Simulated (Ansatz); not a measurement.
Te under strains and displacements

Computed with DFT PBE, scalar-relativistic, plane waves, PAW in Ansatz.

Settings: cutoff 420 eV, Γ-centred mesh 9×9×6 on the computed 3-atom cell, Gaussian smearing of 0.05 eV; no spin polarisation.

Reference cell:

```yaml
crystal:
  lattice:
    - [4.45800, 0.00000, 0.00000]
    - [-2.22900, 3.86074, 0.00000]
    - [0.00000, 0.00000, 5.92500]
  atoms:
    - { symbol: Te, position: [0.74500, 0.00000, 0.33333] }
    - { symbol: Te, position: [0.00000, 0.74500, 0.66667] }
    - { symbol: Te, position: [0.25500, 0.25500, 0.00000] }
```

Each variant moves atoms of this cell by the vectors given, if any (Å), and then applies a symmetric strain (tensor components, Cartesian axes). The reference cell isn't relaxed at this level. Energies are per atom at zero smearing, counted from the lowest variant. Pressure is positive in compression.

1. strain (xx yy zz yz xz xy, %) 5.44 5.44 3.94 0.00 0.00 0.00; moves: Te1 (0.019, -0.023, 0.000); Te2 (0.010, 0.028, 0.000); Te3 (-0.030, -0.005, 0.000)
2. strain (xx yy zz yz xz xy, %) 2.10 2.10 8.10 0.00 0.00 0.00; moves: Te1 (-0.060, 0.000, 0.000); Te2 (0.030, -0.052, 0.000); Te3 (0.030, 0.052, 0.000)
3. strain (xx yy zz yz xz xy, %) 2.73 -1.65 5.97 -0.98 0.00 0.00; moves: Te1 (-0.167, 0.000, 0.000); Te2 (0.083, 0.095, -0.062); Te3 (0.083, -0.095, 0.062)
4. strain (xx yy zz yz xz xy, %) 2.92 3.57 4.75 0.02 0.00 0.00; moves: Te1 (0.134, 0.000, 0.000); Te2 (-0.067, -0.034, -0.021); Te3 (-0.067, 0.034, 0.021)

```csv
result,ΔE (meV/atom),P (GPa),largest force (eV/Å),gap on mesh (eV)
A,32.6,-1.16,0.45,0.07
B,32.1,-3.79,0.38,0
C,0.0,-2.19,0.15,0.21
D,17.4,-0.42,0.71,0.18
```

**Question.** Which variant gave which result?

**Answer.** A is 3, B is 2, C is 1, D is 4.

Spin-orbit coupling is left out, which matters for the bands of heavy elements. An odd mesh misses points on the zone edge, so a gap read on it can be too wide.